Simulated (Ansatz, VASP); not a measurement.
**SiHCF (H-SiC-F chair, 1 layer) in two plane-wave programs**

Wanted: the spread between two codes on one cell, functional and k mesh. The structure shown is the start of the Ansatz relaxation below; VASP solves that cell, so the two are compared at the walk's first step.

Main program and level: Ansatz 0.2.0; plane waves, with VASP 6.6.1 beside it; single point at PBE.

### 1. The starting structure

The cell holds 4 atoms: 1 F, 1 C, 1 Si and 1 H. Its edges and angles: a = 3.086 Å, b = 3.085 Å, c = 19.373 Å, α = 90.0°, β = 90.0°, γ = 120.0°. Vacuum lies along c.

### 2. Ansatz: relaxation, PBE

Ansatz runs on its default PAW (the set named soft_2) files.

The two programs are compared at the cell with which this relaxation starts, whose forces are those of its first step.

Input file input.yaml:

```yaml
crystal:
  lattice:
    - [3.0855, 0.0, 0.0]
    - [-1.54275, 2.6721213834, 0.0]
    - [0.0, 0.0, 19.3733333333]
  atoms:
    - { symbol: F, position: [0.6666666667, 0.3333333333, 0.4129387474] }
    - { symbol: C, position: [0.6666666667, 0.3333333333, 0.4815898142] }
    - { symbol: Si, position: [0.3333333333, 0.6666666667, 0.5137646249] }
    - { symbol: H, position: [0.3333333333, 0.6666666667, 0.5870612526] }
kpoints:
  mp_grid: { grid: [12, 12, 1] }
hamiltonian:
  xc: pbe
scf:
  occupations: { method: fermi_dirac, width: 0.05 }
  convergence: { dr2_threshold: 1.0e-08 }
efield:
  axis: 3
  dipole_correction: true
  ramp_position: 0.97
  ramp_width: 0.04
relax:
  f_tol: 0.01
  cell: { fix: [c, alpha, beta] }
output:
  write_potential: true
  write_density: true
  volumetric_format: npy
```

The run is started by

```sh
$ ansatz run input.yaml --threads 2 --pin off --max-ram 4096MiB --backend cpu --events-out ev --progress --plain --runs-dir out
```

Numbers of over 12 decimals in the logs are rounded to 6 here.

The program printed:

```text
Warning: relax.cell: scf.convergence.dr2_threshold = 1e-8 eV is looser than the 4e-10 eV advised for a relaxation that steers and ends on the stress (1e-10 eV for each atom of the cell: 4). What an SCF threshold leaves in a stress goes as its square root, and in the free energy as the threshold itself, and one threshold admits the most on a small cell: [figures from the program's tests cut] Set scf.convergence.dr2_threshold to 4e-10 eV or tighter. The threshold is an SCF's pass mark: one that does not reach it within its budget of iterations ends unconverged, or closes short of it on a stop that the run arms, and scf.convergence.dr2_threshold's page says what that costs each kind of run
Engine: ansatz 0.2.0, aarch64-unknown-linux-gnu
Pseudopotentials: kind: paw
Pseudopotential: F, paw, valence charge 7, recommended cutoff 420 eV (normal), F.paw.azcp
Pseudopotential: C, paw, valence charge 4, recommended cutoff 420 eV (normal), C.paw.azcp
Pseudopotential: Si, paw, valence charge 4, recommended cutoff 420 eV (normal), Si.paw.azcp
Pseudopotential: H, paw, valence charge 1, recommended cutoff 420 eV (normal), H.paw.azcp
Functional definition: PBE
  parameter kappa = 0.804
  parameter beta = 0.066725
  exchange = pbe_x(kappa = kappa, mu = beta*pi^2/3)
  correlation = pbe_c(beta = beta)
Crystal: 4 atoms, lattice volume = 159.730 Å³
Basis set: ecut = 420 eV, 3125 PW (Γ), exchange–correlation on 48×48×270 points (8 copies of the dense FFT grid, shifted against one another)
Bands: 12, of which v1, the nominal top of the filled ones, is band 8 counted from 1 (7 counted from 0)
Symmetry: 6 space group operations
Space group: P3m1 (ITA 156), of the structure as read, at distance tolerance 5.4e-5 Å
k-points: 19 of 144 (time reversal used)
Non-local potential: F, projectors of the file, l = 0: 2, l = 1: 2, l = 2: 1
Non-local potential: C, projectors of the file, l = 0: 2, l = 1: 2, l = 2: 1
Non-local potential: Si, projectors of the file, l = 0: 2, l = 1: 2, l = 2: 2
Non-local potential: H, projectors of the file, l = 0: 2, l = 1: 1
PAW form: soft (Blöchl's): semilocal exchange-correlation on the pseudo side does not see the compensation charge
PAW one-centre angular grid: F, 110 points (default); XC on 64 Gauss nodes
PAW one-centre angular grid: C, 110 points (default); XC on 64 Gauss nodes
PAW one-centre angular grid: Si, 110 points (default); XC on 64 Gauss nodes
PAW one-centre angular grid: H, 110 points (default); XC on 64 Gauss nodes
Initial density: superposition of atomic densities (neutral atoms: chi_scale 0, normalization atom), corrected by the library's trained network
Initial wavefunctions: pseudopotential atomic-orbital guess
Functional: x = pbe(κ = 0.804, μ = 0.219515), c = pbe(β = 0.066725)
SCF iter   1: F=—  HF=-1709.511447 eV  |F-HF|=—  |Δ(HF+E_count)|=         —  Δρ=5.75e-3  dr2=1.03e-1  ethr=1.77e-3  p=0.053 e·Å  D=5.97e-2 V/Å  ΔV_dip=-1.16 eV  dr2_dipole=1.22e-2  V_vac-E_F(+/−)=3.41/4.56 eV  ⟨swp⟩=8.3  Hψ=1850  notcnv=0
efield: sawtooth ramp at fractional position 0.9700 (set: `efield.ramp_position`, or a place that a band, a saddle search or an elastic batch's reference lends), width 0.0400; the density the first Hamiltonian is built on has a dipole p = 0.053 e·Å; the dipole correction subtracts the counter field D = 5.97e-2 V/Å, which shifts the + side's vacuum level by -1.16 eV against the − side's; the planar-averaged density in the ramp window peaks in size at 2.2e-5 e/Å³
preconditioner: auto → none  [insulator: Δε(μ)=2.570 eV  Ē_g=12.084 eV  σ=0.050 eV  W_gap=1.00  n_scr=10 (ndim 8)  ℏωp=11.0 eV  f_vac=0.694  D(μ)=0.00/eV (n_scr^D=0)  ε∞_Penn≈1.8]
SCF iter   2: F=—  HF=-1709.517273 eV  |F-HF|=—  |Δ(HF+E_count)|=   5.83e-3  Δρ=7.87e-3  dr2=1.47e-1  ethr=6.43e-4  p=0.126 e·Å  D=1.43e-1 V/Å  ΔV_dip=-2.77 eV  dr2_dipole=2.17e-2  V_vac-E_F(+/−)=2.82/5.58 eV  ⟨swp⟩=3.5  Hψ=692  notcnv=0
SCF iter   3: F=—  HF=-1709.484898 eV  |F-HF|=—  |Δ(HF+E_count)|=   3.24e-2  Δρ=1.83e-3  dr2=2.59e-3  ethr=6.43e-4  p=0.086 e·Å  D=9.75e-2 V/Å  ΔV_dip=-1.89 eV  dr2_dipole=1.20e-6  V_vac-E_F(+/−)=3.31/5.20 eV  ⟨swp⟩=2.9  Hψ=502  notcnv=0
SCF iter   4: F=—  HF=-1709.485160 eV  |F-HF|=—  |Δ(HF+E_count)|=   2.63e-4  Δρ=6.40e-4  dr2=4.77e-4  ethr=1.62e-5  p=0.089 e·Å  D=1.01e-1 V/Å  ΔV_dip=-1.95 eV  dr2_dipole=1.59e-5  V_vac-E_F(+/−)=3.34/5.29 eV  ⟨swp⟩=2.4  Hψ=500  notcnv=0
SCF iter   5: F=—  HF=-1709.485325 eV  |F-HF|=—  |Δ(HF+E_count)|=   1.65e-4  Δρ=1.11e-4  dr2=1.30e-5  ethr=2.98e-6  p=0.088 e·Å  D=9.99e-2 V/Å  ΔV_dip=-1.94 eV  dr2_dipole=4.02e-7  V_vac-E_F(+/−)=3.39/5.33 eV  ⟨swp⟩=2.8  Hψ=413  notcnv=0
[...]
iter 1 solved again at ethr=8.54e-7 eV; its pass at ethr=3.10e-3 eV (dr2=1.37e-4 eV) is discarded
SCF iter   1: F=—  HF=-1709.739494 eV  |F-HF|=—  |Δ(HF+E_count)|=         —  Δρ=3.53e-5  dr2=1.10e-7  ethr=8.54e-7  p=0.113 e·Å  D=1.22e-1 V/Å  ΔV_dip=-2.36 eV  dr2_dipole=1.45e-10  V_vac-E_F(+/−)=3.84/6.20 eV  ⟨swp⟩=3.6  Hψ=2517  notcnv=0
efield: sawtooth ramp at fractional position 0.9700 (set: `efield.ramp_position`, or a place that a band, a saddle search or an elastic batch's reference lends), width 0.0400; the density the first Hamiltonian is built on has a dipole p = 0.113 e·Å; the dipole correction subtracts the counter field D = 1.22e-1 V/Å, which shifts the + side's vacuum level by -2.36 eV against the − side's; the planar-averaged density in the ramp window peaks in size at 7.0e-6 e/Å³
eigensolver tolerance schedule: the retry pair's looser diagonalisation over-reported the residual by 1241.46 of it (diagonalisation noise at 0.52 of the residual, at the tolerance the schedule requests for it); recorded, not acted on — ethr = c·dr2/N_el stays at c = 1.0e-1
preconditioner: auto → none  [insulator: Δε(μ)=2.692 eV  Ē_g=11.227 eV  σ=0.050 eV  W_gap=1.00  n_scr=10 (ndim 8)  ℏωp=10.7 eV  f_vac=0.693  D(μ)=0.00/eV (n_scr^D=0)  ε∞_Penn≈1.9]
SCF iter   2: F=—  HF=-1709.739656 eV  |F-HF|=—  |Δ(HF+E_count)|=   1.62e-4  Δρ=1.71e-5  dr2=3.26e-8  ethr=6.87e-10  p=0.113 e·Å  D=1.22e-1 V/Å  ΔV_dip=-2.36 eV  dr2_dipole=1.21e-10  V_vac-E_F(+/−)=3.84/6.20 eV  ⟨swp⟩=3.4  Hψ=516  notcnv=0
SCF iter   3: F=—  HF=-1709.739731 eV  |F-HF|=—  |Δ(HF+E_count)|=   7.48e-5  Δρ=7.54e-6  dr2=2.04e-8  ethr=6.25e-11  p=0.113 e·Å  D=1.22e-1 V/Å  ΔV_dip=-2.36 eV  dr2_dipole=1.99e-9  V_vac-E_F(+/−)=3.84/6.20 eV  ⟨swp⟩=15.9  Hψ=2085  notcnv=0
iter 4 met the thresholds in force, and the SCF goes on: an eigenvalue changes by 29.99 meV, over its tolerance of 3.16 meV (output.eigenvalues, Limitations)
SCF iter   4: F=-1709.739760 eV  HF=-1709.739755 eV  |F-HF|=4.20e-6  |Δ(HF+E_count)|=   2.47e-5  Δρ=2.22e-6  dr2=9.99e-9  ethr=6.25e-11  p=0.113 e·Å  D=1.22e-1 V/Å  ΔV_dip=-2.36 eV  dr2_dipole=2.30e-9  V_vac-E_F(+/−)=3.84/6.20 eV  ⟨swp⟩=10.2  Hψ=1916  notcnv=0
iter 5 met the thresholds in force, and the SCF goes on: an eigenvalue changes by 10.15 meV, over its tolerance of 3.16 meV (output.eigenvalues, Limitations)
SCF iter   5: F=-1709.739760 eV  HF=-1709.739758 eV  |F-HF|=1.19e-6  |Δ(HF+E_count)|=   3.02e-6  Δρ=7.86e-7  dr2=3.89e-10  ethr=6.25e-11  p=0.113 e·Å  D=1.22e-1 V/Å  ΔV_dip=-2.36 eV  dr2_dipole=6.66e-11  V_vac-E_F(+/−)=3.84/6.20 eV  ⟨swp⟩=9.5  Hψ=1701  notcnv=0
Mixer restart at iter 5: flushing history
SCF iter   6: F=-1709.739760 eV  HF=-1709.739760 eV  |F-HF|=3.89e-9  |Δ(HF+E_count)|=   1.19e-6  Δρ=1.18e-6  dr2=3.51e-9  ethr=2.43e-12  p=0.113 e·Å  D=1.22e-1 V/Å  ΔV_dip=-2.36 eV  dr2_dipole=5.77e-10  V_vac-E_F(+/−)=3.84/6.20 eV  ⟨swp⟩=8.4  Hψ=1728  notcnv=0
SCF 9 converged in 6 iterations: F = -1709.739760 eV  dr2 = 3.51e-9
relax step   9: F+E_penalty+E_count = -1709.73975968 eV  Δ(F+E_penalty+E_count) = -4.874e-4 eV  max|allowed force component| = 2.641e-3 eV/Å  Δτ_max = 0.0000 Å  P = +0.010 GPa  Ω = 167.384 Å³  fix = [c, alpha, beta]  reactions: c +0.003 GPa  stress off target by 1.43e-2 GPa on what of the cell is left free  SCF on the basis re-selected at this cell (its energy is not comparable with the rows above)  (6 SCF iters)
basis re-selected at this cell: Δ(F+E_penalty+E_count) = -4.874e-4 eV, ΔP = +0.002 GPa vs the last step (what re-selecting the basis moved, of the pressure what is left beyond the Pulay correction that the steps carried, after the strain that the cell walked since its last selection, with what the two solves' SCF thresholds leave and, on support functions, any second-order correction that the steps lacked; it is no m [...]
WARN: The output density's exchange-correlation potential varies sharply where the density is thin. Do not read a vacuum level from v_tot or v_xc, or from such a field of the output density. On a cell that repeats whose density bears no net charge and no dipole along the vacuum's axis use v_es (v_loc + v_h of the components); under efield.dipole_correction with no amplitude use v_es + v_field, which holds any externa [...]
SCF converged after 6 iterations
an eigenvalue changed by more than its tolerance at an iteration that met the thresholds in force, so the SCF went on 2 times, its first undamped step at iteration 5: the last check found none over its tolerance
Free energy (F): -1709.739760 eV
Harris-Foulkes:  -1709.739760 eV  (|F-HF|=3.89e-9)
Internal energy: -1709.739760 eV  (E = F + TS)
E sigma→0 (E₀):  -1709.739760 eV
Fermi energy:    -2.325876 eV
Dipole field:    D = 0.122018 V/Å  (p = 0.112869 e·Å, saw-weighted, corrected)
Work function:   Φ+ = 3.8360 eV   Φ− = 6.1999 eV
Levels:          The Fermi level and band energies are counted from a zero that moves with the ramp; work functions are not
--- Per-component energies (eV) ---
  E_band       = -182.731361
  E_kinetic    = 349.703616
  E_local      = -6339.035658  (includes V_loc(G=0)·N_el)
  E_nonlocal   = 127.148504
  E_hartree    = 2986.498271
  E_xc         = -191.459836
  E_vxc        = -219.390575  (∫ρ·V_xc dr)
  E_paw        = -812.506896  (= ΣΔE_a)
  E_vpaw       = -75.118141  (= ΣTr[D̂ρ^β])
  E_aug_tail   = 0.000800  (compensation charges beyond the density's cutoff)
  E_efield     = 0.006886  (sawtooth field / dipole correction)
  E_vefield    = 0.965815  (∫n·V_field dr)
  E_ewald      = 2169.904553
  E_smearing   = -0.000000  (= −TS)
  E_closure    = 0.000000  (closes the sum)
  Σ components = -1709.739760   (vs F -1709.739760, Δ=0.00e0)
--- Forces (eV/Å), atoms counted from 1 ---
  atom   1  F     -0.00000000    -0.00000000     0.00042790
  atom   2  C     -0.00000000     0.00000000    -0.00044229
  atom   3  Si     0.00000000    -0.00000000    -0.00262503
  atom   4  H      0.00000000    -0.00000000     0.00264195
  max |Σ_I F_I| component: 2.54e-6 eV/Å
--- Stress (GPa, compression-positive) ---
        0.014324       0.000000       0.000000
       -0.000000       0.014324      -0.000000
        0.000000      -0.000000       0.002537
  P = ⅓ Tr σ = 0.0104 GPa (0.104 kbar)
--- Band table (eV; the first three rows and the last of 19) ---
  k-point 0: bands = [... 4 lower, -7.9783, -7.8574, -3.6952, -3.6952, -1.0033, 0.8651, 2.2112, 3.3027]
  k-point 1: bands = [... 4 lower, -8.0159, -7.7743, -4.1194, -3.8081, -0.7446, 1.0223, 2.3544, 2.9852]
  k-point 2: bands = [... 4 lower, -8.1167, -7.7113, -4.9599, -4.0785, -0.2857, 1.2918, 2.4002, 2.8771]
  k-point 18: bands = [... 4 lower, -9.5910, -8.2091, -6.5333, -5.5765, 1.2981, 1.3195, 4.1100, 5.1356]
--- Relaxed structure (7 steps of the walk, 7 accepted, 2 SCFs on fresh bases) ---
  F+E_penalty+E_count = -1709.73975968 eV   max|allowed force component| = 2.641e-3 eV/Å   (the final SCF, on the basis selected at the relaxed cell)
  cell:  # Å, volume = 167.3840 Å³
    - [3.158563, 0.0, 0]
    - [-1.579281, 2.735396, 0]
    - [0, 0, 19.3733333333]
  atoms:
    - { symbol: F, position: [0.666667, 0.333333, 0.409064] }
    - { symbol: C, position: [0.666667, 0.333333, 0.482764] }
    - { symbol: Si, position: [0.333333, 0.666667, 0.513075] }
    - { symbol: H, position: [0.333333, 0.666667, 0.590451] }
```

The column dr2 measures how far the density is from self-consistency, as an energy; F and HF (Harris–Foulkes) agree once it is small.

(Part 1 of 2 ends here.)

[Lines on the potential files, build, host, timing and source positions are cut from VASP's logs without a mark.]

[Logs are printed without paths, hosts, clocks, repeated set-up lines and the standing remarks that a program may print on its own settings, such as how far it seeks lower states.]

[Hosts, paths, dates, database ids (printed as entryN), source tags and the programs' standing remarks are cut or masked in the printed files.]
